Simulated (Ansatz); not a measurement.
**ZrN: band structure with PBE**

Crystal: ZrN.

```
Zr N
1.0
     0.00000    2.30000    2.30000
     2.30000    0.00000    2.30000
     2.30000    2.30000    0.00000
Zr N
1 1
Direct
  0.50000 0.50000 0.50000
  0.00000 0.00000 0.00000
```

```
Program             : Ansatz 0.2.0
Task                : band structure
Functional          : PBE
Potentials or basis : all-electron LAPW, scalar-relativistic
Cutoff              : 281 eV (chosen from the basis error)
Basis error allowed : 0.001 eV/atom
k mesh              : 10 × 10 × 10
Occupations         : fermi-dirac, width 0.05 eV
Spin                : no spin polarisation
```

```yaml
Pressure: -0.8 GPa
Band_gap_along_the_path: none (metal or under the smearing width)
```

Levels at the corners of the path, in eV from the Fermi level:
| point | band 15 | band 16 | band 17 | band 18 | band 19 | band 20 | band 21 | band 22 | band 23 |
| --- | --- | --- | --- | --- | --- | --- | --- | --- | --- |
| Γ | -16.28 | -2.69 | -2.69 | -2.69 | -0.43 | -0.43 | -0.43 | 1.53 | 1.53 |
| X | -15.73 | -4.61 | -3.47 | -3.20 | -3.20 | 3.29 | 4.43 | 4.43 | 4.82 |
| W | -15.16 | -5.43 | -4.77 | -4.77 | 0.97 | 0.97 | 4.44 | 4.50 | 5.80 |
| K | -15.19 | -5.51 | -4.77 | -4.47 | -0.74 | 3.33 | 3.59 | 5.04 | 5.63 |
| Γ | -16.28 | -2.69 | -2.69 | -2.69 | -0.43 | -0.43 | -0.43 | 1.53 | 1.53 |
| L | -14.12 | -7.65 | -5.68 | -5.68 | 2.94 | 3.01 | 3.01 | 4.67 | 7.57 |
| U | -15.19 | -5.51 | -4.77 | -4.47 | -0.74 | 3.33 | 3.59 | 5.04 | 5.63 |
| W | -15.16 | -5.43 | -4.77 | -4.77 | 0.97 | 0.97 | 4.44 | 4.50 | 5.80 |

Wall time 14 s on 1 thread of Arm Neoverse V1 (shared host), peak memory 0.29 GiB.
